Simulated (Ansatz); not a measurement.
**PbTe (Pm-3m): energy and pressure against volume**

An exercise on one series of results from a longer session: the logs are not shown, and one member is left open.

Computed with Ansatz 0.2.0 (DFT r²SCAN, scalar-relativistic, plane waves, PAW, unless a step's input says otherwise).

### The starting structure

Symmetry: Pm-3m, No. 221, cubic system. Conventional cell: a = 3.992 Å, b = 3.992 Å, c = 3.992 Å, α = 90.00°, β = 90.00°, γ = 90.00°. Around Te (site symmetry m-3m) lie 8 Pb at 3.46 Å. Pb (site symmetry m-3m) has 8 Te at 3.46 Å as nearest neighbours.

Coordinates:

```
Te Pb
1.0
     3.99161    0.00000    0.00000
     0.00000    3.99161    0.00000
     0.00000    0.00000    3.99161
Te Pb
1 1
Direct
  0.50000 0.50000 0.50000
  0.00000 0.00000 0.00000
```

An earlier run at r²SCAN left this cell at 31.799 Å³/atom and 0.00 GPa (8×8×8 mesh).

Set-up of the first run:

input.yaml reads:

```yaml
crystal:
  lattice:
    - [3.9376598571, 0.0, 0.0]
    - [0.0, 3.9376598571, 0.0]
    - [0.0, 0.0, 3.9376598571]
  atoms:
    - { symbol: Te, position: [0.5, 0.5, 0.5] }
    - { symbol: Pb, position: [0.0, 0.0, 0.0] }
basis:
  ecutwfc: 500
  ecutrho_ratio: 4
kpoints:
  mp_grid: { grid: [8, 8, 8] }
hamiltonian:
  xc: r2scan
scf:
  occupations: { method: gaussian, width: 0.05 }
output:
  forces: true
  stress: true
  eigenvalues: true
```

On the command line:

```console
> ansatz run input.yaml --threads 1 --pin off --max-ram 2560MiB --backend cpu --events-out ev --progress --plain --runs-dir out
```

Among the steps run: Volume × 0.96; Volume × 1.04; Volume × 0.92; Volume × 0.88; Volume × 0.84; Volume × 0.8.

One of the session's tables, all rows but one given; the rest of the session is left out.

```
volume (Å³/atom)  energy above the lowest (meV/atom)  pressure (GPa)
          25.439                               244.8            15.3
          26.711                                   ?               ?
          27.983                                74.5             7.0
          29.255                                30.8             4.1
          30.527                                 7.8             2.0
          31.799                                 0.0             0.0
          33.071                                 6.5            -1.6
```

Estimate the missing values for volume (Å³/atom) = 26.711.

Worked estimate for «energy above the lowest (meV/atom)». A straight line through the neighbours (25.439, 244.8) and (27.983, 74.5) gives 244.8 + (74.5 − 244.8) × (26.711 − 25.439) / (27.983 − 25.439) = 159.7; a parabola fitted to 3 rows on both sides gives 145.8.

The run gave: energy above the lowest (meV/atom): 143.2; pressure (GPa): 10.5. In «energy above the lowest (meV/atom)» the line misses by +16.5 and the parabola by +2.6.

Limits of these values: The k mesh is not the same at all volumes. Other structures may be lower in enthalpy at these pressures.
